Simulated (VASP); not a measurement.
# Ge (Fd-3m) in VASP: notebook

The runs below take Ge through relaxation of cell and atoms, with PBE+D3(BJ).

Everything below comes from runs of VASP 6.6.1. Logs are shortened: lines on timing, memory, paths and dates and some standing lists are left out, and cuts for length are marked.

## Step 1: The structure

Symmetry: Fd-3m, No. 227, cubic system. The conventional cell has a = 5.658 Å, b = 5.658 Å, c = 5.658 Å, α = 90.00°, β = 90.00°, γ = 90.00°. Ge (site symmetry -43m) has 4 Ge at 2.45 Å as nearest neighbours.

## Step 2: Relaxation of cell and atoms, PBE+D3(BJ)

INCAR reads:

```
SYSTEM = Ge
ALGO     = Normal         ! electronic algorithm
EDIFF    = 1E-6           ! SCF threshold, eV
EDIFFG   = -0.01          ! ionic threshold
ENCUT    = 600            ! plane-wave cutoff, eV
GGA      = PE             ! functional
IBRION   = 2              ! ionic algorithm
ISIF     = 3              ! what is computed and relaxed
ISMEAR   = 0              ! smearing method
IVDW     = 12             ! dispersion correction
LASPH    = .TRUE.         ! aspherical terms in the spheres
LCHARG   = .FALSE.        ! write CHGCAR
LREAL    = .FALSE.        ! projectors in reciprocal space
LWAVE    = .FALSE.        ! write WAVECAR
NELM     = 80             ! most SCF steps
NSW      = 90             ! ionic steps
PREC     = Accurate       ! precision mode
SIGMA    = 0.03           ! smearing width, eV
```

KPOINTS reads:

```
k-points
0
G
  10 10 10
  0 0 0
```

POSCAR reads:

```
Ge
1.0
    0.0000000000      2.8289100000      2.8289100000
    2.8289100000      0.0000000000      2.8289100000
    2.8289100000      2.8289100000      0.0000000000
Ge
2
Direct
    0.0000000000      0.0000000000      0.0000000000
    0.2500000000      0.2500000000      0.2500000000
```

Potentials or basis: VASP PAW PBE potentials, release 64 (Ge_d).

Launch:

```
cat potpaw_PBE.64/Ge_d/POTCAR > POTCAR
mpirun -np 1 vasp_std > vasp.out
```

OUTCAR:

```text
SYSTEM = Ge
   EDIFF = 1E-6
   EDIFFG = -0.01
   ENCUT = 600
   GGA = PE
   IBRION = 2
   ISIF = 3
   ISMEAR = 0
   IVDW = 12
   LASPH = .TRUE.
   LREAL = .FALSE.
   NELM = 80
   NSW = 90
   PREC = Accurate
 IVDW          = 12

 ion  position               nearest neighbor table
   1  0.000  0.000  0.000-   2 2.45   2 2.45   2 2.45   2 2.45
   2  0.250  0.250  0.250-   1 2.45   1 2.45   1 2.45   1 2.45

  LATTYP: Found a face centered cubic cell.
 ALAT       =     5.6578200000

  Lattice vectors:

 A1 = (   0.0000000000,   2.8289100000,   2.8289100000)
 A2 = (   2.8289100000,   0.0000000000,   2.8289100000)
 A3 = (   2.8289100000,   2.8289100000,   0.0000000000)

Analysis of symmetry for initial positions (statically):
=====================================================================
 Subroutine PRICEL returns:
 Original cell was already a primitive cell.

 Routine SETGRP: Setting up the symmetry group for a
 face centered cubic supercell.

 Subroutine GETGRP returns: Found 48 space group operations
 (whereof 24 operations were pure point group operations)
 out of a pool of 48 trial point group operations.

The static configuration has the point symmetry T_d .
 The point group associated with its full space group is O_h .

Analysis of symmetry for dynamics (positions and initial velocities):
=====================================================================
 Subroutine PRICEL returns:
 Original cell was already a primitive cell.

 Routine SETGRP: Setting up the symmetry group for a
 face centered cubic supercell.

 Subroutine GETGRP returns: Found 48 space group operations
 (whereof 24 operations were pure point group operations)
 out of a pool of 48 trial point group operations.

The dynamic configuration has the point symmetry T_d .
 The point group associated with its full space group is O_h .

 Subroutine INISYM returns: Found 48 space group operations
 (whereof 24 operations are pure point group operations),
 and found     1 'primitive' translations

----------------------------------------------------------------------------------------

                                     Primitive cell

  volume of cell :      45.2780

  direct lattice vectors                    reciprocal lattice vectors
     0.000000000  2.828910000  2.828910000    -0.176746521  0.176746521  0.176746521
     2.828910000  0.000000000  2.828910000     0.176746521 -0.176746521  0.176746521
     2.828910000  2.828910000  0.000000000     0.176746521  0.176746521 -0.176746521

  length of vectors
     4.000682889  4.000682889  4.000682889     0.306133954  0.306133954  0.306133954

  position of ions in fractional coordinates (direct lattice)
     0.000000000  0.000000000  0.000000000
     0.250000000  0.250000000  0.250000000

  ion indices of the primitive-cell ions
   primitive index   ion index
                 1           1
                 2           2

----------------------------------------------------------------------------------------

 KPOINTS: k-points

Automatic generation of k-mesh.
 Grid dimensions read from file:
 generate k-points for:   10   10   10

 Generating k-lattice:

  Cartesian coordinates                     Fractional coordinates (reciprocal lattice)
    -0.017674652  0.017674652  0.017674652     0.100000000  0.000000000  0.000000000
     0.017674652 -0.017674652  0.017674652     0.000000000  0.100000000  0.000000000
     0.017674652  0.017674652 -0.017674652     0.000000000  0.000000000  0.100000000

  Length of vectors
     0.030613395  0.030613395  0.030613395

  Shift w.r.t. Gamma in fractional coordinates (k-lattice)
     0.000000000  0.000000000  0.000000000

 Subroutine IBZKPT returns following result:
 ===========================================

 Found     47 irreducible k-points:

 Following reciprocal coordinates:
            Coordinates               Weight
  0.000000  0.000000  0.000000      1.000000
  0.100000  0.000000  0.000000      8.000000
  0.200000  0.000000  0.000000      8.000000
  0.300000  0.000000  0.000000      8.000000
  0.400000  0.000000  0.000000      8.000000
  0.500000  0.000000  0.000000      4.000000
[... 16 lines left out ...]
  0.300000  0.300000  0.000000      6.000000
  0.400000  0.300000  0.000000     24.000000
 [... further k-points ...]
   k-points           NKPTS =     47   k-points in BZ     NKDIM =     47   number of bands    NBANDS=     18
   number of dos      NEDOS =    301   number of ions     NIONS =      2
   total plane-waves  NPLWV =  32768
   dimension x,y,z NGX =    32 NGY =   32 NGZ =   32
   dimension x,y,z NGXF=    64 NGYF=   64 NGZF=   64
   ions per type =               2
   NGX,Y,Z   is equivalent  to a cutoff of  13.30, 13.30, 13.30 a.u.
   NGXF,Y,Z  is equivalent  to a cutoff of  26.59, 26.59, 26.59 a.u.
 SYSTEM =  Ge
   PREC   = accura    normal or accurate (medium, high low for compatibility)
   ISTART =      0    job   : 0-new  1-cont  2-samecut
   ICHARG =      2    charge: 1-file 2-atom 10-const
   ISPIN  =      1    spin polarized calculation?
   LNONCOLLINEAR =      F non collinear calculations
   LSORBIT =      F    spin-orbit coupling
   LASPH  =      T    aspherical Exc in radial PAW
   ENCUT  =  600.0 eV  44.10 Ry    6.64 a.u.   7.99  7.99  7.99*2*pi/ulx,y,z
   NELM   =     80;   NELMIN=  2; NELMDL= -5     # of ELM steps
   EDIFF  = 0.1E-05   stopping-criterion for ELM
   LREAL  =      F    real-space projection
   EDIFFG = -.1E-01   stopping-criterion for IOM
   NSW    =     90    number of steps for IOM
   IBRION =      2    ionic relax: 0-MD 1-quasi-New 2-CG
   NFREE  =      1    steps in history (QN), initial steepest desc. (CG)
   ISIF   =      3    stress and relaxation
   ISYM   =      2    0-nonsym 1-usesym 2-fastsym
   POTIM  = 0.5000    time-step for ionic-motion
   TEBEG  =    0.0;   TEEND  =   0.0 temperature during run
   PSTRESS=    0.0 pullay stress
   NELECT =      28.0000    total number of electrons
   NUPDOWN=      -1.0000    fix difference up-down
   EMIN   =  10.00;   EMAX   =-10.00  energy-range for DOS
   EFERMI =   0.00;   METHOD = LEGACY
   ISMEAR =     0;   SIGMA  =   0.03  broadening in eV -4-tet -1-fermi 0-gaus
   EFERMI_NEDOS =   21; number of points for ismear=-14 and -15
   IALGO  =     38    algorithm
   IMIX   =      4    mixing-type and parameters
     AMIX     =   0.40;   BMIX     =  1.00
     AMIX_MAG =   1.60;   BMIX_MAG =  1.00
  volume/ion in A,a.u.               =      22.64       152.78
  Fermi-wavevector in a.u.,A,eV,Ry     =   1.394756  2.635708 26.468033  1.945346
  Thomas-Fermi vector in A             =   2.518275
   LORBIT       =      0    0 simple, 1 ext, 2 COOP (PROOUT), +10 PAW based schemes
   GGA     = PE    functional components
   LHFCALC =     F    Hartree Fock is set to
   AEXX    =    0.0000 exact exchange contribution
   IVDW    =    12    specifies the selected vdW correction
   LEPSILON=     F    determine dielectric tensor
   LRPA    =     F    only Hartree local field effects (RPA)
 conjugate gradient relaxation of ions
 non-spin polarized calculation
 Gauss-broadening in eV      SIGMA  =   0.03
  energy-cutoff  :      600.00
  volume of cell :       45.28
 maximum number of plane-waves:      1524
   NGX = 15   NGY = 15   NGZ = 15

--------------------------------------- Ionic step        1  -------------------------------------------

 number of electron      28.0000013 magnetization

 Free energy of the ion-electron system (eV)
  ---------------------------------------------------
  ext. energy  EPLUGINS =         0.00000000
  ---------------------------------------------------
  free energy    TOTEN  =        -9.00677320 eV

  energy without entropy =       -9.00673330  energy(sigma->0) =       -9.00675325

------------------------ aborting loop because EDIFF is reached ----------------------------------------

 Edisp (eV)   -0.59423

 E8    (eV) :    -0.2663

  FORCE on cell =-STRESS in cart. coord.  units (eV):
  Direction    XX          YY          ZZ          XY          YZ          ZX
  --------------------------------------------------------------------------------------
  -------------------------------------------------------------------------------------
  Total       0.39024     0.39024     0.39024     0.00000     0.00000     0.00000
  in kB      13.80864    13.80864    13.80864     0.00000     0.00000     0.00000
  external pressure =       13.81 kB  Pullay stress =        0.00 kB
[... 101 lines left out ...]
  energy  without entropy=       -9.6053207523  energy(sigma->0) =       -9.60534389

--------------------------------------- Ionic step        4  -------------------------------------------

 number of electron      28.0000026 magnetization

 Free energy of the ion-electron system (eV)
  ---------------------------------------------------
  ext. energy  EPLUGINS =         0.00000000
  ---------------------------------------------------
  free energy    TOTEN  =        -9.02432939 eV

  energy without entropy =       -9.02428311  energy(sigma->0) =       -9.02430625

 E-fermi :   4.7921     XC(G=0):  -9.8213

 val. band max:        4.7829828002   @ k =   0.0000   0.0000   0.0000
 cond. band min:       4.9020287101   @ k =   0.5000   0.0000   0.0000
 fundamental gap:      0.1190459099
 Fermi energy:         4.7921173993

 k-point     1 :       0.0000    0.0000    0.0000
  band No.  band energies     occupation
      1     -20.0020      2.00000
      2     -20.0020      2.00000
      3     -20.0020      2.00000
      4     -19.9675      2.00000
      5     -19.9675      2.00000
      6     -19.7684      2.00000
[... 10 lines left out ...]
     17       7.3278      0.00000
     18       7.3278      0.00000
[... 466 lines left out ...]
      2     -20.0286      2.00000
      3     -19.9865      2.00000
      4     -19.9081      2.00000
      5     -19.8886      2.00000
      6     -19.8668      2.00000
[... 10 lines left out ...]
     17      11.3670      0.00000
     18      11.9107      0.00000

 [... further k-points ...]

------------------------ aborting loop because EDIFF is reached ----------------------------------------

 Edisp (eV)   -0.58112

 E8    (eV) :    -0.2604

  FORCE on cell =-STRESS in cart. coord.  units (eV):
  Direction    XX          YY          ZZ          XY          YZ          ZX
  --------------------------------------------------------------------------------------
  -------------------------------------------------------------------------------------
  Total       0.00104     0.00104     0.00104    -0.00000     0.00000     0.00000
  in kB       0.03590     0.03590     0.03590    -0.00000     0.00000     0.00000
  external pressure =        0.04 kB  Pullay stress =        0.00 kB
[... 17 lines left out ...]
  FREE ENERGIE OF THE ION-ELECTRON SYSTEM (eV)
  ---------------------------------------------------
  free  energy   TOTEN  =        -9.6054450995 eV

  energy  without entropy=       -9.6053988207  energy(sigma->0) =       -9.60542196

 reached required accuracy - stopping structural energy minimisation
```

Wall time 90 s (1 thread of AMD EPYC 7R13 (Zen 3), shared host); peak memory 0.18 GiB.

Results:

* Free energy: -9.6054 eV
* Relaxed volume: 23.14 Å³/atom
* Relaxed cell: a = 4.030 Å, b = 4.030 Å, c = 4.030 Å, α = 60.00°, β = 60.00°, γ = 60.00°
* Space group after relaxing (to 0.05 Å): Fd-3m (No. 227)
* Energy gained by relaxing: 2.2 meV/atom
* Ionic steps: 4
* Pressure after relaxing: 0.0 GPa
* Band gap on the k mesh: none (metal or under the smearing width)
* Dispersion energy per atom: -0.291 eV

Step by step:
```csv
step,energy change (eV),largest force (eV/Å),pressure (GPa),volume (Å³)
1,0.0000,0.0000,1.38,45.28
2,-0.0041,0.0000,-0.09,46.57
3,-0.0044,0.0000,-0.18,46.41
4,-0.0044,0.0000,0.00,46.27
```

Final structure:
```cif
data_structure
_symmetry_space_group_name_H-M 'P 1'
_symmetry_Int_Tables_number 1
_cell_length_a 4.0298
_cell_length_b 4.0298
_cell_length_c 4.0298
_cell_angle_alpha 60.000
_cell_angle_beta 60.000
_cell_angle_gamma 60.000
_cell_volume 46.27
loop_
_atom_site_label
_atom_site_type_symbol
_atom_site_fract_x
_atom_site_fract_y
_atom_site_fract_z
_atom_site_occupancy
Ge1 Ge 0.00000 0.00000 0.00000 1
Ge2 Ge 0.25000 0.25000 0.25000 1
```

Levels at points of the mesh, in eV from the Fermi level:
```
           k point  band 12  band 13  band 14  band 15  band 16  band 17
(0.00, 0.00, 0.00)    -0.17    -0.01    -0.01    -0.01     2.54     2.54
(0.50, 0.00, 0.00)    -7.51    -1.38    -1.38     0.11     3.73     3.73
(0.50, 0.50, 0.00)    -8.81    -3.01    -3.01     0.77     0.77     9.33
```

Caveat: pairwise dispersion overbinds metals, which lowers pressure and volume; this crystal is a semiconductor, whose small gap the functional closes, so the metal is an error of the method.

## Step 3: Relaxation of cell and atoms, PBE+D3(BJ)

This run uses another cell than the first one, of 23.14 Å³/atom, 1.022 times its volume.

Changes to INCAR since step 2:

```diff
@@ -2,4 +2,4 @@
 ALGO     = Normal         ! electronic algorithm
-EDIFF    = 1E-6           ! SCF threshold, eV
-EDIFFG   = -0.01          ! ionic threshold
+EDIFF    = 1E-7           ! SCF threshold, eV
+EDIFFG   = -0.005         ! ionic threshold
 ENCUT    = 600            ! plane-wave cutoff, eV
```

KPOINTS is that of step 2.

POSCAR reads:

```
Ge                                      
1.0
    0.0000000000      2.8495099883      2.8495099883
    2.8495099883      0.0000000000      2.8495099883
    2.8495099883      2.8495099883      0.0000000000
  Ge            
     2
Direct
     0.0000000000000000    0.0000000000000000    0.0000000000000000
     0.2500000000000000    0.2500000000000000    0.2500000000000000
```

Potentials or basis: VASP PAW PBE potentials, release 64 (Ge_d).

Launch:

```
cat potpaw_PBE.64/Ge_d/POTCAR > POTCAR
mpirun -np 1 vasp_std > vasp.out
```

Run time: 74 s. Hardware: 1 thread of AMD EPYC 7R13 (Zen 3), shared host; peak memory 0.17 GiB.

The run converged. Its results:

```
Free energy                            : -9.6055 eV
Relaxed volume                         : 23.13 Å³/atom
Relaxed cell                           : a = 4.029 Å, b = 4.029 Å, c = 4.029 Å, α = 60.00°, β = 60.00°, γ = 60.00°
Space group after relaxing (to 0.05 Å) : Fd-3m (No. 227)
Energy gained by relaxing              : 0.0 meV/atom
Ionic steps                            : 3
Pressure after relaxing                : 0.0 GPa
Band gap on the k mesh                 : none (metal or under the smearing width)
Dispersion energy per atom             : -0.291 eV
```

Final structure:
```yaml
crystal:
  lattice:
    - [0.00000, 2.84915, 2.84915]
    - [2.84915, 0.00000, 2.84915]
    - [2.84915, 2.84915, 0.00000]
  atoms:
    - { symbol: Ge, position: [0.00000, 0.00000, 0.00000] }
    - { symbol: Ge, position: [0.25000, 0.25000, 0.25000] }
```

Levels at points of the mesh, in eV from the Fermi level:
| k point | band 11 | band 12 | band 13 | band 14 | band 15 | band 16 | band 17 | band 18 |
| --- | --- | --- | --- | --- | --- | --- | --- | --- |
| (0.00, 0.00, 0.00) | -12.62 | -0.17 | -0.01 | -0.01 | -0.01 | 2.54 | 2.54 | 2.54 |
| (0.50, 0.00, 0.00) | -10.58 | -7.51 | -1.38 | -1.38 | 0.11 | 3.73 | 3.73 | 7.11 |
| (0.50, 0.50, 0.00) | -8.82 | -8.82 | -3.01 | -3.01 | 0.77 | 0.77 | 9.33 | 9.33 |

Caveat: pairwise dispersion overbinds metals, which lowers pressure and volume; this crystal is a semiconductor, whose small gap the functional closes, so the metal is an error of the method.
